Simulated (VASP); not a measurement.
Here is a VASP 6.6.1 calculation.

INCAR

```
SYSTEM = LiH
PREC = Accurate
ENCUT = 600
EDIFF = 1E-6
ISMEAR = -1
SIGMA = 0.05
LREAL = .FALSE.
LASPH = .TRUE.
NELM = 100
ALGO = Normal
ISIF = 3
LWAVE = .FALSE.
LCHARG = .FALSE.
GGA = CA
IBRION = 2
NSW = 40
EDIFFG = -0.01
PSTRESS = 20
```

The input KPOINTS:

```
regular mesh
0
G
  8 8 3
  0 0 0
```

Contents of POSCAR:

```
LiH
1.0
    2.8125500000      0.0000000000      0.0000000000
   -1.4062700000      2.4357400000      0.0000000000
    0.0000000000      0.0000000000     11.8418100000
Li H
5 5
Direct
    0.0000000000      0.0000000000      0.7929800000
    0.0000000000      0.0000000000      0.0000000000
    0.0000000000      0.0000000000      0.2070200000
    0.3333300000      0.6666700000      0.4023000000
    0.6666700000      0.3333300000      0.5977000000
    0.3333300000      0.6666700000      0.6954100000
    0.6666700000      0.3333300000      0.8965800000
    0.3333300000      0.6666700000      0.1034200000
    0.6666700000      0.3333300000      0.3045900000
    0.0000000000      0.0000000000      0.5000000000
```

Potentials or basis: VASP PAW LDA potentials, release 64 (Li_sv, H).

Launch:

```sh
$ cat potpaw_LDA.64/Li_sv/POTCAR potpaw_LDA.64/H/POTCAR > POTCAR
$ mpirun -np 1 vasp_std > vasp.out
```

(1) Estimate the space group after relaxing (to 0.05 Å).

(2) Predict the relaxed volume.

(3) Estimate the relaxed cell.

(4) What does it give for the band gap on the k mesh?

Answers

(1) P-3m1 (No. 164).

(2) 7.15 Å³/atom.

(3) a = 2.696 Å, b = 2.696 Å, c = 11.364 Å, α = 90.00°, β = 90.00°, γ = 120.00°.

(4) 3.09 eV, direct.

Caveat: the cutoff is under 1.25 times the usual one of these potentials, so pressure, stress and relaxed cells hold a basis-set (Pulay) error; the cell is relaxed towards a set pressure, so the enthalpy falls and the energy may rise; an odd mesh through Γ misses points on the zone boundary, where band edges often lie.
